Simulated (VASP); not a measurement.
A run of VASP 6.6.1:

INCAR

```
PREC     = Accurate       # precision mode
ENCUT    = 520            # plane-wave cutoff, eV
EDIFF    = 1E-7           # SCF threshold, eV
ISMEAR   = 0              # smearing method
SIGMA    = 0.1            # smearing width, eV
LREAL    = False          # projectors in reciprocal space
LASPH    = True           # aspherical terms in the spheres
NELM     = 60             # most SCF steps
ALGO     = Fast           # electronic algorithm
ISIF     = 3              # what is computed and relaxed
LWAVE    = False          # write WAVECAR
LCHARG   = False          # write CHGCAR
GGA      = PE             # functional
IBRION   = 2              # ionic algorithm
NSW      = 80             # ionic steps
EDIFFG   = -0.002         # ionic threshold
```

File KPOINTS:

```
Automatic mesh
0
Gamma
  26 26 26
```

POSCAR

```
Pt
1.0
    0.0000000000      1.9609000000      1.9609000000
    1.9609000000      0.0000000000      1.9609000000
    1.9609000000      1.9609000000      0.0000000000
Pt
1
Direct
    0.0000000000      0.0000000000      0.0000000000
```

Potentials or basis: VASP PAW PBE potentials, release 64 (Pt).

Run with:

```bash
$ cat potpaw_PBE.64/Pt/POTCAR > POTCAR
$ mpirun -np 1 vasp_std > vasp.out
```

Hardware: 1 thread of Intel(R) Xeon(R) 6975P-C (Granite Rapids), with other jobs on the host.

Q: Estimate the wall time of this run.

A: It took 2.3 min on 1 thread of Intel(R) Xeon(R) 6975P-C (Granite Rapids) (shared host), peak memory 0.23 GiB. Counts: scf iterations 79, k points 511, ion steps 17.
